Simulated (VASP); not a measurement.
Wanted: the native input for a VASP 6.6.1 run.

| Property | Result |
| --- | --- |
| Task | single point |
| Functional | PBE |
| Potentials or basis | VASP PAW PBE potentials, release 64 (Li_sv) |
| Cutoff | 520 eV |
| k mesh | 10 × 10 × 5 |
| Occupations | fermi-dirac, width 0.05 eV |
| Spin | no spin polarisation |
| Further INCAR settings | ALGO = Normal; EDIFF = 1e-07; NBANDS = 10 |

The structure of Li lies in POSCAR:

```
Li
1.0
    3.1110000000      0.0000000000      0.0000000000
   -1.5555000000      2.6942050312      0.0000000000
    0.0000000000      0.0000000000      5.0930000000
Li
2
Direct
    0.6677700000      0.3367480000      0.7553370000
    0.3308930000      0.6714280000      0.2456590000
```

This isn't the form of Li at room conditions, which is bcc.

The cell isn't the ideal one: atoms moved at random, drawn with an rms of 0.05 Å.

The input as run:

INCAR

```
SYSTEM = Li
PREC = Accurate
ENCUT = 520
EDIFF = 1E-7
ISMEAR = -1
SIGMA = 0.05
LREAL = .FALSE.
LASPH = .TRUE.
NELM = 80
ALGO = Normal
ISIF = 2
LWAVE = .FALSE.
LCHARG = .FALSE.
GGA = PE
NBANDS = 10
```

KPOINTS

```
regular mesh
0
G
  10 10 5
  0 0 0
```

Potentials or basis: VASP PAW PBE potentials, release 64 (Li_sv).

Run with:

```console
$ cat potpaw_PBE.64/Li_sv/POTCAR > POTCAR
$ mpirun -np 1 vasp_std > vasp.out
```

Results of the run:

| Property | Result |
| --- | --- |
| Largest force | 0.056 eV/Å |
| Band gap on the k mesh | none (metal or under the smearing width) |

Run time: 44 s on 1 thread of Intel(R) Xeon(R) Platinum 8488C (Sapphire Rapids), with other jobs on the host, peak memory 0.2 GiB.
